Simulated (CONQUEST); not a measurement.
HfC under changes of volume

One of the cells (12.819 Å³/atom); the others are scaled copies at fixed shape and fractional positions:

```xyz
4
Lattice="3.3098 0.0000 0.0000 0.0000 3.3098 0.0000 0.0000 0.0000 4.6808" Properties=species:S:1:pos:R:3 pbc="T T T"
Hf    0.0000    0.0000    2.3404
Hf    1.6549    1.6549    0.0000
C     0.0000    0.0000    0.0000
C     1.6549    1.6549    2.3404
```

```yaml
Program: CONQUEST 1.3
Functional: PBEsol
Potentials_or_basis: PseudoDojo NC PBEsol, DZP, grid of 32 × 32 × 48 points
k_mesh: 8 × 8 × 6
Occupations: fermi-dirac, width 0.05 eV
Spin: no spin polarisation
```

```tsv
volume (Å³/atom)	energy over the lowest point (meV/atom)	pressure (GPa)
11.814	15.70	11.1
12.317	0.00	0.2
12.568	3.95	-5.1
12.819	15.76	-10.0
13.071	33.98	-13.8
13.322	?	?
```

Q: What does the run at 13.322 Å³/atom give?

A: Energy over the lowest point 58.70 meV/atom; pressure -17.5 GPa.

Worked out: A Birch-Murnaghan fit of order 3 (a polynomial in V^(-2/3)) to the other rows has its minimum at 12.31 Å³/atom with B0 = V·E''(V) = 246 GPa (rough, since the energies scatter). It gives 58.67 meV/atom at 13.322 Å³/atom, against the run's 58.70, and -dE/dV = -17.7 GPa, against -17.5.

Energies are extrapolated to zero smearing.

Caveats: the basis of atomic orbitals isn't converged, which shifts pressures, moduli and gaps; the real-space grid breaks the cell's symmetry a little (some runs).
